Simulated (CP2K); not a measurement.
GaAs:

```
As Ga
1.0
     3.99777    0.00000    0.00000
     1.99888    3.46217    0.00000
     1.99888    1.15406    3.26417
As Ga
1 1
Direct
  0.75000 0.75000 0.75000
  0.00000 0.00000 0.00000
```

Base run:

* Program: CP2K 2026.2
* Functional: PBE
* Dispersion: D3(BJ)
* Potentials or basis: POTENTIAL_UZH As GTH-PBE-q5, Ga GTH-PBE-q13; TZVP-MOLOPT-PBE-GTH basis
* Density cutoff: 6123 eV
* k mesh: 8 × 8 × 8
* Occupations: fermi-dirac, width 0.05 eV
* Spin: no spin polarisation

Its results: band gap on the k mesh 0.48 eV, direct; pressure 1.5 GPa.

The run is repeated on the same cell with these changes: dispersion from D3(BJ) to D2. What comes out?

Band gap on the k mesh 0.48 eV, direct; pressure -0.3 GPa.

Caveats: the basis of atomic orbitals isn't converged, which shifts pressures, moduli and gaps; the real-space grid breaks the cell's symmetry a little.

A k mesh can miss the band edges.
